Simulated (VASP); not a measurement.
# Ru (P6_3/mmc) in VASP: a series of runs

Aim: see how the results for Ru move with the level of theory and the settings. Levels: PBE, LDA. Tasks: relaxation of cell and atoms, single point.

All numbers are computed with VASP 6.6.1; they aren't measurements. Logs are shortened: lines on timing, memory, paths and dates and some standing lists are left out, and cuts for length are marked.

### 1 The structure

It takes space group P6_3/mmc (No. 194, hexagonal). Conventional cell: a = 2.704 Å, b = 2.704 Å, c = 4.282 Å, α = 90.00°, β = 90.00°, γ = 120.00°. Ru (site symmetry -6m2) is surrounded by 12 Ru at 2.65 to 2.70 Å.

### 2 Relaxation of cell and atoms, PBE

Contents of INCAR:

```
PREC = Accurate
ENCUT = 600
EDIFF = 1E-6
ISMEAR = 1
SIGMA = 0.1
LREAL = False
LASPH = True
NELM = 120
ALGO = Fast
ISIF = 3
LWAVE = False
LCHARG = False
GGA = PE
IBRION = 2
NSW = 80
EDIFFG = -0.01
ISYM = 2
KPAR = 4
```

Contents of KPOINTS:

```
Automatic mesh
0
Gamma
  18 18 10
```

Contents of POSCAR:

```
Ru
1.0
    2.7038900000      0.0000000000      0.0000000000
   -1.3519450000      2.3416374290      0.0000000000
    0.0000000000      0.0000000000      4.2816800000
Ru
2
Direct
    0.3333333333      0.6666666667      0.2500000000
    0.6666666667      0.3333333333      0.7500000000
```

Potentials or basis: VASP PAW PBE potentials, release 64 (Ru_pv).

Run with:

```sh
> cat potpaw_PBE.64/Ru_pv/POTCAR > POTCAR
> mpirun -np 4 vasp_std > vasp.out
```

OUTCAR:

```text
PREC = Accurate
   ENCUT = 600
   EDIFF = 1E-6
   ISMEAR = 1
   LREAL = False
   LASPH = True
   NELM = 120
   ISIF = 3
   GGA = PE
   IBRION = 2
   NSW = 80
   EDIFFG = -0.01
   ISYM = 2

 ion  position               nearest neighbor table
   1  0.333  0.667  0.250-   2 2.65   2 2.65   2 2.65   2 2.65   2 2.65   2 2.65
   2  0.667  0.333  0.750-   1 2.65   1 2.65   1 2.65   1 2.65   1 2.65   1 2.65

  LATTYP: Found a hexagonal cell.
 ALAT       =     2.7038900000
 C/A-ratio  =     1.5835259570

  Lattice vectors:

 A1 = (   2.7038900000,   0.0000000000,   0.0000000000)
 A2 = (  -1.3519450000,   2.3416374290,   0.0000000000)
 A3 = (   0.0000000000,   0.0000000000,   4.2816800000)

Analysis of symmetry for initial positions (statically):
=====================================================================
 Subroutine PRICEL returns:
 Original cell was already a primitive cell.

 Routine SETGRP: Setting up the symmetry group for a
 hexagonal supercell.

 Subroutine GETGRP returns: Found 24 space group operations
 (whereof 12 operations were pure point group operations)
 out of a pool of 24 trial point group operations.

The static configuration has the point symmetry D_3d.
 The point group associated with its full space group is D_6h.

Analysis of symmetry for dynamics (positions and initial velocities):
=====================================================================
 Subroutine PRICEL returns:
 Original cell was already a primitive cell.

 Routine SETGRP: Setting up the symmetry group for a
 hexagonal supercell.

 Subroutine GETGRP returns: Found 24 space group operations
 (whereof 12 operations were pure point group operations)
 out of a pool of 24 trial point group operations.

The dynamic configuration has the point symmetry D_3d.
 The point group associated with its full space group is D_6h.

 Subroutine INISYM returns: Found 24 space group operations
 (whereof 12 operations are pure point group operations),
 and found     1 'primitive' translations

----------------------------------------------------------------------------------------

                                     Primitive cell

  volume of cell :      27.1096

  direct lattice vectors                    reciprocal lattice vectors
     2.703890000  0.000000000  0.000000000     0.369837530  0.213525798  0.000000000
    -1.351945000  2.341637429  0.000000000     0.000000000  0.427051595  0.000000000
     0.000000000  0.000000000  4.281680000     0.000000000  0.000000000  0.233553185

  length of vectors
     2.703890000  2.703890000  4.281680000     0.427051595  0.427051595  0.233553185

  position of ions in fractional coordinates (direct lattice)
     0.333333333  0.666666667  0.250000000
     0.666666667  0.333333333  0.750000000

  ion indices of the primitive-cell ions
   primitive index   ion index
                 1           1
                 2           2

----------------------------------------------------------------------------------------

 KPOINTS: Automatic mesh

Automatic generation of k-mesh.
 Grid dimensions read from file:
 generate k-points for:   18   18   10

 Generating k-lattice:

  Cartesian coordinates                     Fractional coordinates (reciprocal lattice)
     0.020546529  0.011862544  0.000000000     0.055555556  0.000000000  0.000000000
     0.000000000  0.023725089  0.000000000     0.000000000  0.055555556  0.000000000
     0.000000000  0.000000000  0.023355318     0.000000000  0.000000000  0.100000000

  Length of vectors
     0.023725089  0.023725089  0.023355318

  Shift w.r.t. Gamma in fractional coordinates (k-lattice)
     0.000000000  0.000000000  0.000000000

 Subroutine IBZKPT returns following result:
 ===========================================

 Found    222 irreducible k-points:

 Following reciprocal coordinates:
            Coordinates               Weight
  0.000000  0.000000  0.000000      1.000000
  0.055556  0.000000  0.000000      6.000000
  0.111111  0.000000  0.000000      6.000000
  0.166667  0.000000  0.000000      6.000000
  0.222222  0.000000  0.000000      6.000000
  0.277778  0.000000  0.000000      6.000000
[... 16 lines left out ...]
  0.333333  0.111111  0.000000     12.000000
  0.388889  0.111111  0.000000     12.000000
 [... further k-points ...]
   k-points           NKPTS =    222   k-points in BZ     NKDIM =    222   number of bands    NBANDS=     18
   number of dos      NEDOS =    301   number of ions     NIONS =      2
   total plane-waves  NPLWV =  20736
   dimension x,y,z NGX =    24 NGY =   24 NGZ =   36
   dimension x,y,z NGXF=    48 NGYF=   48 NGZF=   72
   ions per type =               2
   NGX,Y,Z   is equivalent  to a cutoff of  14.76, 14.76, 13.98 a.u.
   NGXF,Y,Z  is equivalent  to a cutoff of  29.51, 29.51, 27.96 a.u.
 SYSTEM =  unknown system
   PREC   = accura    normal or accurate (medium, high low for compatibility)
   ISTART =      0    job   : 0-new  1-cont  2-samecut
   ICHARG =      2    charge: 1-file 2-atom 10-const
   ISPIN  =      1    spin polarized calculation?
   LNONCOLLINEAR =      F non collinear calculations
   LSORBIT =      F    spin-orbit coupling
   LASPH  =      T    aspherical Exc in radial PAW
   ENCUT  =  600.0 eV  44.10 Ry    6.64 a.u.   5.40  5.40  8.55*2*pi/ulx,y,z
   NELM   =    120;   NELMIN=  2; NELMDL= -5     # of ELM steps
   EDIFF  = 0.1E-05   stopping-criterion for ELM
   LREAL  =      F    real-space projection
   EDIFFG = -.1E-01   stopping-criterion for IOM
   NSW    =     80    number of steps for IOM
   IBRION =      2    ionic relax: 0-MD 1-quasi-New 2-CG
   NFREE  =      1    steps in history (QN), initial steepest desc. (CG)
   ISIF   =      3    stress and relaxation
   ISYM   =      2    0-nonsym 1-usesym 2-fastsym
   POTIM  = 0.5000    time-step for ionic-motion
   TEBEG  =    0.0;   TEEND  =   0.0 temperature during run
   PSTRESS=    0.0 pullay stress
   NELECT =      28.0000    total number of electrons
   NUPDOWN=      -1.0000    fix difference up-down
   EMIN   =  10.00;   EMAX   =-10.00  energy-range for DOS
   EFERMI =   0.00;   METHOD = LEGACY
   ISMEAR =     1;   SIGMA  =   0.10  broadening in eV -4-tet -1-fermi 0-gaus
   EFERMI_NEDOS =   21; number of points for ismear=-14 and -15
   IALGO  =     68    algorithm
   IMIX   =      4    mixing-type and parameters
     AMIX     =   0.40;   BMIX     =  1.00
     AMIX_MAG =   1.60;   BMIX_MAG =  1.00
  volume/ion in A,a.u.               =      13.55        91.47
  Fermi-wavevector in a.u.,A,eV,Ry     =   1.654829  3.127174 37.259013  2.738460
  Thomas-Fermi vector in A             =   2.743030
   LORBIT       =      0    0 simple, 1 ext, 2 COOP (PROOUT), +10 PAW based schemes
   GGA     = PE    functional components
   LHFCALC =     F    Hartree Fock is set to
   AEXX    =    0.0000 exact exchange contribution
   IVDW    =     0    specifies the selected vdW correction
   LEPSILON=     F    determine dielectric tensor
   LRPA    =     F    only Hartree local field effects (RPA)
 conjugate gradient relaxation of ions
 non-spin polarized calculation
 RMM-DIIS sequential band-by-band and
 Methfessel and Paxton  Order N= 1 SIGMA  =   0.10
  energy-cutoff  :      600.00
  volume of cell :       27.11
 maximum number of plane-waves:       935
 NGX is ok and might be reduce to    24
   NGX = 11   NGY = 11   NGZ = 17

--------------------------------------- Ionic step        1  -------------------------------------------

 number of electron      28.0000002 magnetization

 Free energy of the ion-electron system (eV)
  ---------------------------------------------------
  ext. energy  EPLUGINS =         0.00000000
  ---------------------------------------------------
  free energy    TOTEN  =       -18.46093640 eV

  energy without entropy =      -18.46035273  energy(sigma->0) =      -18.46074184

------------------------ aborting loop because EDIFF is reached ----------------------------------------

  FORCE on cell =-STRESS in cart. coord.  units (eV):
  Direction    XX          YY          ZZ          XY          YZ          ZX
  --------------------------------------------------------------------------------------
  -------------------------------------------------------------------------------------
  Total        0.8439930      0.8439930      0.7431359      0.0000000      0.0000000      0.0000000
  in kB       49.8800103     49.8800103     43.9193535      0.0000000      0.0000000      0.0000000
  external PRESSURE =      47.8931247 kB  Pullay stress =       0.0000000 kB
[... 165 lines left out ...]
  energy  without entropy=      -18.4662506262  energy(sigma->0) =      -18.46670122

--------------------------------------- Ionic step        6  -------------------------------------------

 number of electron      28.0000004 magnetization

 Free energy of the ion-electron system (eV)
  ---------------------------------------------------
  ext. energy  EPLUGINS =         0.00000000
  ---------------------------------------------------
  free energy    TOTEN  =       -18.46693591 eV

  energy without entropy =      -18.46627370  energy(sigma->0) =      -18.46671517

 E-fermi :  12.5918     XC(G=0): -14.0383

 val. band max:       12.5881810369   @ k =   0.1667   0.0000   0.4000
 cond. band min:      12.5954381683   @ k =   0.1667   0.1111   0.3000
 fundamental gap:      0.0072571314
 Fermi energy:        12.5917708085

 k-point     1 :       0.0000    0.0000    0.0000
  band No.  band energies     occupation
      1     -30.9969      2.00000
      2     -30.1014      2.00000
      3     -30.1014      2.00000
      4     -29.9368      2.00000
      5     -29.9368      2.00000
      6     -29.8985      2.00000
[... 10 lines left out ...]
     17      13.7628     -0.00000
     18      13.8983     -0.00000
[... 466 lines left out ...]
      2     -30.5920      2.00000
      3     -30.5370      2.00000
      4     -30.3567      2.00000
      5     -30.1776      2.00000
      6     -30.1014      2.00000
[... 10 lines left out ...]
     17      16.2861      0.00000
     18      19.8971      0.00000

 [... further k-points ...]
[... 5 lines left out ...]
  --------------------------------------------------------------------------------------
  -------------------------------------------------------------------------------------
  Total        0.0027550      0.0027550      0.0075930      0.0000000      0.0000000     -0.0000000
  in kB        0.1604529      0.1604529      0.4422141      0.0000000      0.0000000     -0.0000000
  external PRESSURE =       0.2543733 kB  Pullay stress =       0.0000000 kB
[... 17 lines left out ...]
  FREE ENERGIE OF THE ION-ELECTRON SYSTEM (eV)
  ---------------------------------------------------
  free  energy   TOTEN  =       -18.4669359107 eV

  energy  without entropy=      -18.4662736981  energy(sigma->0) =      -18.46671517

 reached required accuracy - stopping structural energy minimisation
```

Run time: 44 s. Hardware: 4 MPI ranks of Intel Xeon 6975P-C (Granite Rapids), shared host; peak memory 0.24 GiB.

What came out:

| Property | Result |
| --- | --- |
| Free energy | -18.4669 eV |
| Relaxed volume | 13.75 Å³/atom |
| Relaxed cell | a = 2.719 Å, b = 2.719 Å, c = 4.297 Å, α = 90.00°, β = 90.00°, γ = 120.00° |
| Space group after relaxing (to 0.05 Å) | P6_3/mmc (No. 194) |
| Energy gained by relaxing | 3.0 meV/atom |
| Ionic steps | 6 |
| Pressure after relaxing | 0.0 GPa |
| Band gap on the k mesh | none (metal or under the smearing width) |

The path:
| step | energy change (eV) | largest force (eV/Å) | pressure (GPa) | volume (Å³) |
| --- | --- | --- | --- | --- |
| 1 | 0.0000 | 0.0000 | 4.79 | 27.11 |
| 2 | 0.0425 | 0.0000 | -12.15 | 28.73 |
| 3 | -0.0059 | 0.0000 | -0.04 | 27.52 |
| 4 | -0.0059 | 0.0000 | 0.03 | 27.51 |
| 5 | -0.0060 | 0.0000 | 0.06 | 27.51 |
| 6 | -0.0060 | 0.0000 | 0.03 | 27.51 |

Final structure:
```
Ru
1.0
     2.71900    0.00000    0.00000
    -1.35950    2.35472    0.00000
     0.00000    0.00000    4.29677
Ru
2
Direct
  0.33333 0.66667 0.25000
  0.66667 0.33333 0.75000
```

Levels at points of the mesh, in eV from the Fermi level:
```csv
k point,band 12,band 13,band 14,band 15,band 16,band 17
"(0.00, 0.00, 0.00)",-1.86,-1.86,-1.36,-1.36,1.17,1.17
"(0.50, 0.00, 0.00)",-1.76,-1.47,1.40,1.81,1.89,4.00
"(0.00, 0.00, 0.50)",-2.70,-2.65,-2.65,0.54,0.54,0.54
"(0.50, 0.00, 0.50)",-1.03,0.45,0.45,1.65,1.65,3.36
```

PBE usually gives volumes a little too large and moduli too small. Zero-point motion and thermal expansion aren't in these numbers.

### 3 Single point, LDA

This run uses another cell than the first one, of 13.75 Å³/atom, 1.015 times its volume.

Contents of INCAR:

```
ALGO     = Fast           # electronic algorithm
EDIFF    = 1E-6           # SCF threshold, eV
ENCUT    = 450            # plane-wave cutoff, eV
ISIF     = 2              # what is computed and relaxed
ISMEAR   = 1              # smearing method
KPAR     = 4            
LASPH    = True           # aspherical terms in the spheres
LCHARG   = False          # write CHGCAR
LREAL    = False          # projectors in reciprocal space
LWAVE    = False          # write WAVECAR
NBANDS   = 21             # bands
NELM     = 120            # most SCF steps
PREC     = Accurate       # precision mode
SIGMA    = 0.1            # smearing width, eV
```

Contents of KPOINTS:

```
k-points
0
Gamma
  18 18 10
```

Contents of POSCAR:

```
Ru                                      
1.0
    2.7189980579     -0.0000000000      0.0000000000
   -1.3594990290      2.3547213910     -0.0000000000
   -0.0000000000      0.0000000000      4.2967676148
  Ru            
     2
Direct
     0.3333333332999970    0.6666666667000030    0.2500000000000000
     0.6666666667000030    0.3333333332999970    0.7500000000000000
```

Potentials or basis: VASP PAW LDA potentials, release 64 (Ru_pv).

Run with:

```sh
> cat potpaw_LDA.64/Ru_pv/POTCAR > POTCAR
> mpirun -np 4 vasp_std > vasp.out
```

Wall time 10 s (4 MPI ranks of Intel Xeon 6975P-C (Granite Rapids), shared host); peak memory 0.17 GiB.

It converged, with:

| Item | Value |
| --- | --- |
| Free energy | -21.3257 eV |
| Pressure | -15.6 GPa |
| Band gap on the k mesh | none (metal or under the smearing width) |

Stress tensor (GPa, compression positive):
```
-15.40   0.00   0.00
  0.00 -15.40   0.00
  0.00   0.00 -16.13
```

Levels at points of the mesh, in eV from the Fermi level:
| k point | band 10 | band 11 | band 12 | band 13 | band 14 | band 15 | band 16 | band 17 | band 18 | band 19 |
| --- | --- | --- | --- | --- | --- | --- | --- | --- | --- | --- |
| (0.00, 0.00, 0.00) | -2.55 | -2.37 | -1.87 | -1.87 | -1.37 | -1.37 | 1.18 | 1.18 | 1.30 | 9.98 |
| (0.50, 0.00, 0.00) | -2.97 | -2.03 | -1.77 | -1.49 | 1.41 | 1.83 | 1.91 | 4.02 | 6.02 | 10.90 |
| (0.00, 0.00, 0.50) | -2.72 | -2.72 | -2.72 | -2.67 | -2.67 | 0.55 | 0.55 | 0.55 | 0.55 | 10.01 |
| (0.50, 0.00, 0.50) | -4.44 | -1.03 | -1.03 | 0.45 | 0.45 | 1.67 | 1.67 | 3.35 | 3.35 | 10.00 |

Caveat: so large a pressure means that the cell lies far from this level's equilibrium, or that cutoff or potentials fall short.
